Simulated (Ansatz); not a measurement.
Runs of Ansatz 0.2.0 on NbP. Symmetry: I4_1md, No. 109, tetragonal system. The conventional cell has a = 3.350 Å, b = 3.350 Å, c = 11.480 Å, α = 90.00°, β = 90.00°, γ = 90.00°. Around Nb (site symmetry 2mm) lie 6 P at 2.55 Å. P (site symmetry 2mm) is surrounded by 6 Nb at 2.55 Å. The cell is a database's computed one.

| task | level | potentials or basis | U | cell | k mesh | cutoff (eV) | share of exact exchange | points for each segment of the path | hubbard projectors | double counting | mesh quality | gap on the mesh (eV) | pressure (GPa) | relaxed volume (Å³/atom) | largest force (eV/Å) |
| --- | --- | --- | --- | --- | --- | --- | --- | --- | --- | --- | --- | --- | --- | --- | --- |
| single point | HSE06 form with a typed share of exact exchange | Ansatz PAW | - | as given | 6 × 6 × 6 | 420 | 0 | - | - | - | coarse | - | -0.9 | - | 0.01 |
| relaxation of cell and atoms | PBE | Ansatz PAW | - | relaxed | 11 × 11 × 11 | 420 | - | - | - | - | not flagged | none | 0.0 | 16.01 | - |
| relaxation of cell and atoms | PBE | PseudoDojo stringent (PBE files) | - | relaxed | 11 × 11 × 11 | 1116 | - | - | - | - | not flagged | none | 0.0 | 16.01 | - |
| relaxation of cell and atoms | PBE | Ansatz PAW earlier set | - | relaxed | 11 × 11 × 11 | 770 | - | - | - | - | not flagged | none | 0.0 | 16.01 | - |
| relaxation of cell and atoms | PBE | Ansatz PAW earlier set | - | relaxed | 11 × 11 × 11 | 708 | - | - | - | - | not flagged | none | 0.0 | 16.01 | - |
| single point | HSE06 form with a typed share of exact exchange | Ansatz PAW | - | as given | 6 × 6 × 6 | 420 | 0.35 | - | - | - | coarse | 0.17 | (b) | - | 0.01 |
| band structure | LDA+U | Ansatz PAW | Nb d U = 6 eV | as given | 11 × 11 × 11 | 420 | - | 14 | ortho-atomic (the default) | fll (the default) | not flagged | - | -6.0 | - | 0.08 |
| band structure | LDA | Ansatz PAW | - | as given | 11 × 11 × 11 | 420 | - | 14 | - | - | not flagged | none | -9.4 | - | (a) |

Alike in all rows: no spin polarisation; smearing fermi-dirac 0.05 eV.

Question: Fill in the values left out.

Answer: (a) 0.02; (b) -7.1.

Caveats: some runs use coarse meshes; the plane-wave basis is chosen anew once the cell has moved, so the energies of steps on either side of that aren't comparable (some runs); the PAW data sets come from PBE, with cores solved anew for the run's functional, which leaves a small shift of forces and pressure (some runs); the PAW data sets were made with another functional, which shifts forces and pressure a little (some runs); the thresholds are loose for stress (some runs); U without spin polarisation on a metal has little footing (some runs); the U is typed as a test and isn't derived for this compound (some runs).

A k mesh can miss the band edges, and the runs leave out spin-orbit coupling on Nb.

A gap of «none» marks a metal or a gap under the smearing width.
